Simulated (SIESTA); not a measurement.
# W in SIESTA: the effect of functional

W:

```
CELL_PARAMETERS angstrom
-1.58234 1.58234 1.58234
1.58234 -1.58234 1.58234
1.58234 1.58234 -1.58234
ATOMIC_POSITIONS crystal
W 0.00000 0.00000 0.00000
```

Alike in all runs:

* Program: SIESTA 5.4.2
* Task: single point
* Basis: DZP (energy shift 0.003 Ry; two zetas on semicore shells)
* Grid cutoff: 800 Ry
* Energy shift: 0.003 Ry
* k mesh: 12 × 12 × 12
* Occupations: fermi-dirac, width 0.05 eV
* Spin: no spin polarisation

| functional | potentials or basis | pressure (GPa) |
| --- | --- | --- |
| LDA | PseudoDojo 0.4 standard (LDA files) | ? |
| PBEsol | PseudoDojo 0.4 standard (PBEsol files) | 0.9 |
| AM05 | PseudoDojo 0.4 standard (PBEsol files) | -0.4 |
| WC | PseudoDojo 0.4 standard (PBEsol files) | 2.0 |
| PBE | PseudoDojo 0.4 standard (PBE files) | 9.9 |
| PW91 | PseudoDojo 0.4 standard (PBE files) | 9.8 |
| revPBE | PseudoDojo 0.4 standard (PBE files) | 12.5 |
| RPBE | PseudoDojo 0.4 standard (PBE files) | 13.4 |
| BLYP | PseudoDojo 0.4 standard (PBE files) | 19.3 |

Question: What does the run with functional LDA give?

Answer: Pressure -6.1 GPa.

Caveats: short orbitals over semicore shells can move pressures by several GPa; the basis of atomic orbitals isn't converged, which shifts pressures, moduli and gaps; the potentials were made for another functional, which shifts forces and pressure (some runs).
